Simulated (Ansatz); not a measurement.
TiSi2:

```
Ti Si
1.0
     0.00000    4.11752    4.26290
     2.38951    0.00000    4.26290
     2.38951    4.11752    0.00000
Ti Si
2 4
Direct
  0.75000 0.75000 0.75000
  0.50000 0.50000 0.50000
  0.41257 0.08743 0.41257
  0.08743 0.41257 0.08743
  0.16257 0.83743 0.16257
  0.83743 0.16257 0.83743
```

The cell is a database's computed one.

Base run:

- Program: Ansatz 0.2.0
- Functional: PBE
- Potentials or basis: all-electron LAPW, scalar-relativistic
- Cutoff: 238 eV
- Density cutoff: 953 eV
- Basis error allowed: 0.001 eV/atom
- k mesh: 7 × 7 × 7
- Occupations: fermi-dirac, width 0.05 eV
- Spin: no spin polarisation

Its results: band gap on the k mesh none (metal or under the smearing width); pressure 2.1 GPa; largest force 0.021 eV/Å.

Task: The run is repeated on the same cell with these changes: functional from PBE to PBEsol; potentials or basis from all-electron LAPW, scalar-relativistic to all-electron PAW datasets made for the crystal. What comes out?

Result: Band gap on the k mesh none (metal or under the smearing width); pressure -2.0 GPa; largest force 0.048 eV/Å.

Caveats: the program warned that the printed levels may be off, so bands, gaps and densities of states are rough (some runs).

Not every run made on this cell is shown here.
